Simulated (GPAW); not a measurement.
A run of GPAW 26.7.0:

The input run.py:

```python
import numpy as np
import spglib
from ase import Atoms
from ase.dft.bandgap import bandgap
from ase.io import read, write
from ase.units import GPa
from gpaw import GPAW, PW
from gpaw.hybrids import NonSelfConsistentHybridXCCalculator
from gpaw.hybrids.energy import non_self_consistent_energy

atoms = read('Ti.cif')
cell, positions, numbers = spglib.find_primitive(
    (atoms.cell[:], atoms.get_scaled_positions(), atoms.numbers), symprec=1e-4)
atoms = Atoms(numbers, cell=cell, scaled_positions=positions, pbc=True)

calc = GPAW(mode=PW(500),
            xc='LDA',
            kpts={'size': (7, 7, 7), 'gamma': True},
            occupations={'name': 'fermi-dirac', 'width': 0.05},
            nbands=16,
            convergence={'density': 1e-05, 'energy': 1e-05, 'bands': 12, 'eigenstates': 1e-07},
            maxiter=150,
            txt='gpaw.txt')
atoms.calc = calc
energy = atoms.get_potential_energy()
forces = atoms.get_forces()
stress = atoms.get_stress()
calc.write('gs.gpw')
write('result.traj', atoms)
print(f'Energy: {energy:.6f} eV')
print('Forces (eV/A):')
print(forces.round(4))
print('Stress (GPa):', (stress / GPa).round(3))
print('Fermi level:', round(calc.get_fermi_level(), 4), 'eV')
print(f'Gap: {bandgap(calc)[0]:.4f} eV, direct: {bandgap(calc, direct=True)[0]:.4f} eV')

for xc in ['HSE06', 'PBE0', 'EXX']:
    e = non_self_consistent_energy(calc, xc).sum()
    print(f'{xc} energy on these orbitals: {e:.6f} eV')
    nsc = NonSelfConsistentHybridXCCalculator.from_dft_calculation(
        calc.dft, xc, log=f'levels-{xc}.txt')
    dft_skn, hyb_skn = nsc.calculate(calc.dft.ibzwfs, 0, 12)
    np.savetxt(f'levels-{xc}.dat', hyb_skn.reshape((-1, hyb_skn.shape[-1])), fmt='%.4f')
```

Ti.cif

```cif
data_Ti
_cell_length_a 3.28200000
_cell_length_b 3.28200000
_cell_length_c 3.28200000
_cell_angle_alpha 90.00000000
_cell_angle_beta 90.00000000
_cell_angle_gamma 90.00000000
_space_group_name_H-M_alt 'Im-3m'
_space_group_name_Hall '-I 4 2 3'
_space_group_IT_number 229
loop_
_space_group_symop_operation_xyz
'x,y,z'
'-x,-y,-z'
'-y,x,z'
'y,-x,-z'
'-x,-y,z'
'x,y,-z'
'y,-x,z'
'-y,x,-z'
'x,-y,-z'
'-x,y,z'
'-y,-x,-z'
'y,x,z'
'-x,y,-z'
'x,-y,z'
'y,x,-z'
'-y,-x,z'
'z,x,y'
'-z,-x,-y'
'z,-y,x'
'-z,y,-x'
'z,-x,-y'
'-z,x,y'
'z,y,-x'
'-z,-y,x'
'-z,x,-y'
'z,-x,y'
'-z,-y,-x'
'z,y,x'
'-z,-x,y'
'z,x,-y'
'-z,y,x'
'z,-y,-x'
'y,z,x'
'-y,-z,-x'
'x,z,-y'
'-x,-z,y'
'-y,z,-x'
'y,-z,x'
'-x,z,y'
'x,-z,-y'
'-y,-z,x'
'y,z,-x'
'-x,-z,-y'
'x,z,y'
'y,-z,-x'
'-y,z,x'
'x,-z,y'
'-x,z,-y'
'x+1/2,y+1/2,z+1/2'
'-x+1/2,-y+1/2,-z+1/2'
'-y+1/2,x+1/2,z+1/2'
'y+1/2,-x+1/2,-z+1/2'
'-x+1/2,-y+1/2,z+1/2'
'x+1/2,y+1/2,-z+1/2'
'y+1/2,-x+1/2,z+1/2'
'-y+1/2,x+1/2,-z+1/2'
'x+1/2,-y+1/2,-z+1/2'
'-x+1/2,y+1/2,z+1/2'
'-y+1/2,-x+1/2,-z+1/2'
'y+1/2,x+1/2,z+1/2'
'-x+1/2,y+1/2,-z+1/2'
'x+1/2,-y+1/2,z+1/2'
'y+1/2,x+1/2,-z+1/2'
'-y+1/2,-x+1/2,z+1/2'
'z+1/2,x+1/2,y+1/2'
'-z+1/2,-x+1/2,-y+1/2'
'z+1/2,-y+1/2,x+1/2'
'-z+1/2,y+1/2,-x+1/2'
'z+1/2,-x+1/2,-y+1/2'
'-z+1/2,x+1/2,y+1/2'
'z+1/2,y+1/2,-x+1/2'
'-z+1/2,-y+1/2,x+1/2'
'-z+1/2,x+1/2,-y+1/2'
'z+1/2,-x+1/2,y+1/2'
'-z+1/2,-y+1/2,-x+1/2'
'z+1/2,y+1/2,x+1/2'
'-z+1/2,-x+1/2,y+1/2'
'z+1/2,x+1/2,-y+1/2'
'-z+1/2,y+1/2,x+1/2'
'z+1/2,-y+1/2,-x+1/2'
'y+1/2,z+1/2,x+1/2'
'-y+1/2,-z+1/2,-x+1/2'
'x+1/2,z+1/2,-y+1/2'
'-x+1/2,-z+1/2,y+1/2'
'-y+1/2,z+1/2,-x+1/2'
'y+1/2,-z+1/2,x+1/2'
'-x+1/2,z+1/2,y+1/2'
'x+1/2,-z+1/2,-y+1/2'
'-y+1/2,-z+1/2,x+1/2'
'y+1/2,z+1/2,-x+1/2'
'-x+1/2,-z+1/2,-y+1/2'
'x+1/2,z+1/2,y+1/2'
'y+1/2,-z+1/2,-x+1/2'
'-y+1/2,z+1/2,x+1/2'
'x+1/2,-z+1/2,y+1/2'
'-x+1/2,z+1/2,-y+1/2'
loop_
_atom_site_label
_atom_site_type_symbol
_atom_site_symmetry_multiplicity
_atom_site_Wyckoff_symbol
_atom_site_fract_x
_atom_site_fract_y
_atom_site_fract_z
_atom_site_occupancy
Ti1 Ti 2 a 0.0000000000 0.0000000000 0.0000000000 1
```

Potentials or basis: the program's PAW data sets (release 1.2.1) made for this functional, pw.

The run is started by

```console
$ OMP_NUM_THREADS=1 python run.py
```

Hardware: 1 thread of INTEL(R) XEON(R) PLATINUM 8581C CPU @ 2.30GHz (Emerald Rapids), on a shared host.

Question: How long does it take, and how much memory?

Answer: Wall time 4.2 min on 1 thread of INTEL(R) XEON(R) PLATINUM 8581C CPU @ 2.30GHz (Emerald Rapids), on a shared host, peak memory 0.42 GiB. Counts: scf iterations 8, plane waves 460, bands 16, k points 20.
